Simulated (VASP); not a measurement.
# KI (Fm-3m) in VASP: settings compared, part 2 of 2

VASP 6.6.1. Earlier steps stand in the parts before.

**4. Single point, PBE0**

This run uses another cell than the first one, of 41.45 Å³/atom.

The input, POSCAR:

```
KI
1.0
    0.0000000000      3.4606573152      3.4606573152
    3.4606573152      0.0000000000      3.4606573152
    3.4606573152      3.4606573152      0.0000000000
I K
1 1
Direct
    0.5000000000      0.5000000000      0.5000000000
    0.0000000000      0.0000000000      0.0000000000
```

The input, INCAR.step1:

```
ALGO = Normal
EDIFF = 1E-5
ENCUT = 520
GGA = PE
ISIF = 2
ISMEAR = -1
LASPH = T
LCHARG = F
LREAL = F
LWAVE = T
NBANDS = 15
NELM = 60
PREC = Accurate
SIGMA = 0.05
```

The input, INCAR.step2:

```
AEXX = 0.25
ALGO = Normal
EDIFF = 1E-6
ENCUT = 520
GGA = PE
ISIF = 2
ISMEAR = -1
ISTART = 1
LASPH = T
LCHARG = F
LHFCALC = T
LREAL = F
LWAVE = F
NBANDS = 15
NELM = 60
PREC = Accurate
PRECFOCK = Normal
SIGMA = 0.05
```

The input, KPOINTS:

```
k-points
0
Gamma
  4 4 4
```

Potentials or basis: VASP PAW PBE potentials, release 64 (I, K_sv).

The run is started by

```console
> cat potpaw_PBE.64/I/POTCAR potpaw_PBE.64/K_sv/POTCAR > POTCAR
> cp INCAR.step1 INCAR
> mpirun -np 1 vasp_std > vasp.out
> cp INCAR.step2 INCAR
> mpirun -np 1 vasp_std > vasp.out
```

OUTCAR:

```text
AEXX = 0.25
   EDIFF = 1E-6
   ENCUT = 520
   GGA = PE
   ISIF = 2
   ISMEAR = -1
   ISTART = 1
   LASPH = T
   LHFCALC = T
   LREAL = F
   NELM = 60
   PREC = Accurate
   PRECFOCK = Normal

 ion  position               nearest neighbor table
   1  0.500  0.500  0.500-   2 3.46   2 3.46   2 3.46   2 3.46   2 3.46   2 3.46
   2  0.000  0.000  0.000-   1 3.46   1 3.46   1 3.46   1 3.46   1 3.46   1 3.46

  LATTYP: Found a face centered cubic cell.
 ALAT       =     6.9213146304

  Lattice vectors:

 A1 = (   0.0000000000,   3.4606573152,   3.4606573152)
 A2 = (   3.4606573152,   0.0000000000,   3.4606573152)
 A3 = (   3.4606573152,   3.4606573152,   0.0000000000)

Analysis of symmetry for initial positions (statically):
=====================================================================
 Subroutine PRICEL returns:
 Original cell was already a primitive cell.

 Routine SETGRP: Setting up the symmetry group for a
 face centered cubic supercell.

 Subroutine GETGRP returns: Found 48 space group operations
 (whereof 48 operations were pure point group operations)
 out of a pool of 48 trial point group operations.

The static configuration has the point symmetry O_h .

Analysis of symmetry for dynamics (positions and initial velocities):
=====================================================================
 Subroutine PRICEL returns:
 Original cell was already a primitive cell.

 Routine SETGRP: Setting up the symmetry group for a
 face centered cubic supercell.

 Subroutine GETGRP returns: Found 48 space group operations
 (whereof 48 operations were pure point group operations)
 out of a pool of 48 trial point group operations.

The dynamic configuration has the point symmetry O_h .

 Subroutine INISYM returns: Found 48 space group operations
 (whereof 48 operations are pure point group operations),
 and found     1 'primitive' translations

----------------------------------------------------------------------------------------

                                     Primitive cell
[... 110 lines left out ...]
   IVDW    =     0    specifies the selected vdW correction
   LEPSILON=     F    determine dielectric tensor
   LRPA    =     F    only Hartree local field effects (RPA)
 non-spin polarized calculation
  energy-cutoff  :      520.00
  volume of cell :       82.89
 maximum number of plane-waves:      2252
  NGX = 28; NGY = 28; NGZ = 28

 number of electron      15.9999999 magnetization

 Free energy of the ion-electron system (eV)
  ---------------------------------------------------
  ext. energy  EPLUGINS =         0.00000000
  ---------------------------------------------------
  free energy    TOTEN  =        -6.88900296 eV

  energy without entropy =       -6.88900296  energy(sigma->0) =       -6.88900296

 E-fermi :  -0.1092     XC(G=0):  -5.8679

 val. band max:       -1.1952666261   @ k =   0.0000   0.0000   0.0000
 cond. band min:       4.6274597953   @ k =   0.0000   0.0000   0.0000
 fundamental gap:      5.8227264214
 Fermi energy:        -0.1092133177

 k-point     1 :       0.0000    0.0000    0.0000
  band No.  band energies     occupation
      1     -31.9644      2.00000
      2     -14.0951      2.00000
      3     -14.0951      2.00000
      4     -14.0951      2.00000
      5     -12.7339      2.00000
      6      -1.1953      2.00000
      7      -1.1953      2.00000
      8      -1.1953      2.00000
      9       4.6275      0.00000
     10       7.1681      0.00000
     11       7.1681      0.00000
     12       7.1681      0.00000
     13       8.0585      0.00000
     14       8.0585      0.00000
[... 113 lines left out ...]
      2     -14.1762      2.00000
      3     -14.1396      2.00000
      4     -14.1396      2.00000
      5     -12.4369      2.00000
      6      -2.0764      2.00000
      7      -2.0764      2.00000
      8      -1.9203      2.00000
      9       7.1144      0.00000
     10       7.1144      0.00000
     11       7.4879      0.00000
     12       9.2776      0.00000
     13       9.8767      0.00000
     14      10.9696      0.00000
     15      11.4935      0.00000

------------------------ aborting loop because EDIFF is reached ----------------------------------------

  FORCE on cell =-STRESS in cart. coord.  units (eV):
  Direction    XX          YY          ZZ          XY          YZ          ZX
  --------------------------------------------------------------------------------------
  -------------------------------------------------------------------------------------
  Total        0.6691361      0.6691361      0.6691361     -0.0000000     -0.0000000     -0.0000000
  in kB       12.9335946     12.9335946     12.9335946     -0.0000000     -0.0000000     -0.0000000
  external PRESSURE =      12.9335946 kB  Pullay stress =       0.0000000 kB

 VOLUME and BASIS-vectors are now :
 -----------------------------------------------------------------------------
  energy-cutoff  :      520.00
  volume of cell :       82.89
      direct lattice vectors                 reciprocal lattice vectors
     0.000000000  3.460657315  3.460657315    -0.144481223  0.144481223  0.144481223
     3.460657315  0.000000000  3.460657315     0.144481223 -0.144481223  0.144481223
     3.460657315  3.460657315  0.000000000     0.144481223  0.144481223 -0.144481223

 POSITION                                       TOTAL-FORCE (eV/Angst)
 -----------------------------------------------------------------------------------
      3.46066      3.46066      3.46066         0.000000     -0.000000      0.000000
      0.00000      0.00000      0.00000        -0.000000      0.000000      0.000000
 -----------------------------------------------------------------------------------
    total drift:                               -0.000000      0.000000     -0.000000

  FREE ENERGIE OF THE ION-ELECTRON SYSTEM (eV)
  ---------------------------------------------------
  free  energy   TOTEN  =        -6.8890029615 eV

  energy  without entropy=       -6.8890029614  energy(sigma->0) =       -6.88900296
```

OUTCAR.step1:

```text
EDIFF = 1E-5
   ENCUT = 520
   GGA = PE
   ISIF = 2
   ISMEAR = -1
[... 345 lines left out ...]
 -----------------------------------------------------------------------------------
      3.46066      3.46066      3.46066         0.000000     -0.000000      0.000000
      0.00000      0.00000      0.00000        -0.000000      0.000000     -0.000000
 -----------------------------------------------------------------------------------
    total drift:                                0.000000      0.000000      0.000000

  FREE ENERGIE OF THE ION-ELECTRON SYSTEM (eV)
  ---------------------------------------------------
  free  energy   TOTEN  =        -5.5196183216 eV

  energy  without entropy=       -5.5196183215  energy(sigma->0) =       -5.51961832
```

Wall time 15 min (1 thread of Intel Xeon Platinum 8375C at 2.90GHz (Ice Lake), shared host); peak memory 0.21 GiB.

Results:

```yaml
Free_energy: -6.8890 eV
Pressure: 1.3 GPa
Band_gap_on_the_k_mesh: 5.82 eV
```

Caveat: the PAW data sets were made with another functional, which shifts forces and pressure a little; spin-orbit coupling is left out, which moves the levels of the heavy elements.

**5. Overview**

```csv
level,cell,screening parameter,gap on the mesh (eV),pressure (GPa)
HSE06,"a = 5.062 Å, angles 60.0°, 2 atoms",0.2079 1/Å,4.86,-0.1
HSE06,"a = 5.094 Å, angles 60.0°, 2 atoms",0.2079 1/Å,4.81,-0.3
PBE0,"a = 4.894 Å, angles 60.0°, 2 atoms",-,5.82,1.3
```

Alike in all rows: task single point; potentials or basis VASP PAW PBE potentials, release 64 (I, K_sv); no spin polarisation; k mesh 4 × 4 × 4; cutoff (eV) 520; smearing fermi-dirac 0.05 eV.

Caveats: the PAW data sets were made with another functional, which shifts forces and pressure a little; spin-orbit coupling is left out, which moves the levels of the heavy elements.

Absolute energies hang on the potentials; compare differences alone.

**6. Against experiment**

Step 2. A measured gap of KI is 6.32 eV (a printed reference work, monograph); the calculated 4.86 eV misses it by -1.46 eV. Spin-orbit coupling on I is left out. The value is that of HSE06, without temperature or zero-point motion.

Step 3. A measured gap of KI is 6.32 eV (a printed reference work, monograph); the calculated 4.81 eV misses it by -1.51 eV. Spin-orbit coupling on I is left out. The value is that of HSE06, without temperature or zero-point motion.
